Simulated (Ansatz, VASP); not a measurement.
# Two plane-wave programs on BP

```
B P
1.0
     0.00000    2.26832    2.26832
     2.26832    0.00000    2.26832
     2.26832    2.26832    0.00000
B P
1 1
Direct
  0.00000 0.00000 0.00000
  0.25000 0.25000 0.25000
```

Alike in both runs: task single point; functional r2SCAN; k mesh 10 × 10 × 10; no spin polarisation.

```csv
,VASP,Ansatz
version,VASP 6.6.1,Ansatz 0.2.0
potentials or method,"VASP PAW PBE potentials, release 64 (B, P)","plane waves, PAW"
plane-wave cutoff (eV),520,500
occupations,"gaussian, width 0.01 eV",fixed
valence electrons in the cell,8,8
```

Ansatz gave:

| Quantity | Value |
| --- | --- |
| gap on the k mesh at the Fermi level (eV) | 1.42 |
| pressure (GPa) | 0.0 |

Task: Which values does VASP return?

Result: gap on the k mesh at the Fermi level (eV): 1.45; pressure (GPa): -0.5.

Caveats: the PAW data sets were made with another functional, which shifts forces and pressure a little (VASP). A k mesh can miss the band edges. r2SCAN opens gaps a little over a GGA but as a rule still falls short of measured ones.
